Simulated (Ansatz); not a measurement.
Reactions of CH₃AlFN, SMILES `N=[C](F)[AlH2]`.

Isolated molecules relaxed with PBE0-D4/def2-TZVP in Ansatz; ΔE leaves out vibrations. CBS: MP2 limit from def2 TZ/QZ plus the TZ coupled-cluster correction, frozen cores. This one scheme is used for every species. Double bonds are as drawn, so ΔE can hold a change between cis and trans. One conformer a species, not always the lowest.

**Question.** Order these by ΔE at CCSD(T)/CBS, lowest first. (Best estimate.)
A. `N=[C](F)[AlH2]` + `O/C=N/[SiH3]` → `[AlH2][O]/C=N\[SiH3]` + `N=CF`
B. `N=[C](F)[AlH2]` + `N=C=O` → `O=C=[N][AlH2]` + `N=CF`
C. `N=[C](F)[AlH2]` + tert-butanol → `CC(C)(C)[O][AlH2]` + `N=CF`
D. `N=[C](F)[AlH2]` + `CC(=N)O` → `C/C(O)=[N]\[AlH2]` + `N=CF`
E. `N=[C](F)[AlH2]` + `N[SiH2]S` → `N=C(F)S[SiH2]N` + `[AlH3]`
F. `N=[C](F)[AlH2]` + H₂O → `N=[C](O)[AlH2]` + H–F

**Answer.** B (-148.1 kJ/mol), C (-136.0 kJ/mol), A (-117.6 kJ/mol), D (-89.0 kJ/mol), F (-26.0 kJ/mol), E (+41.5 kJ/mol).

Largest T1 diagnostic: 0.018, for `N=C=O`.
